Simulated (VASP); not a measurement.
Here is a VASP 6.6.1 calculation.

The input INCAR:

```
  ALGO = Normal
  EDIFF = 1E-6
  EDIFFG = -0.01
  ENCUT = 600
  IBRION = 2
  ISIF = 3
  ISMEAR = -1
  LASPH = T
  LCHARG = F
  LREAL = F
  LWAVE = F
  NELM = 80
  NSW = 60
  PREC = Accurate
  SIGMA = 0.05
```

KPOINTS

```
k-points
0
Gamma
  8 8 6
```

The input POSCAR:

```
TiSi
1.0
    1.8161780000     -2.1176240000      0.0000000000
    1.8161780000      2.1176240000      0.0000000000
    0.0000000000      0.0000000000      3.8039340000
Ti Si
1 1
Direct
    0.5000000000      0.5000000000      0.0000000000
    0.0000000000      0.0000000000      0.5000000000
```

Potentials or basis: VASP PAW LDA potentials, release 64 (Ti_sv, Si).

Command:

```bash
$ cat potpaw_LDA.64/Ti_sv/POTCAR potpaw_LDA.64/Si/POTCAR > POTCAR
$ mpirun -np 1 vasp_std > vasp.out
```

Estimate the relaxed cell.

a = 2.698 Å, b = 2.698 Å, c = 3.796 Å, α = 90.00°, β = 90.00°, γ = 96.21°.

Predict the band gap on the k mesh.

none (metal or under the smearing width).

Stress tensor (GPa, compression positive):
```
-0.11  0.00  0.00
 0.00 -0.01  0.00
 0.00  0.00  0.04
```
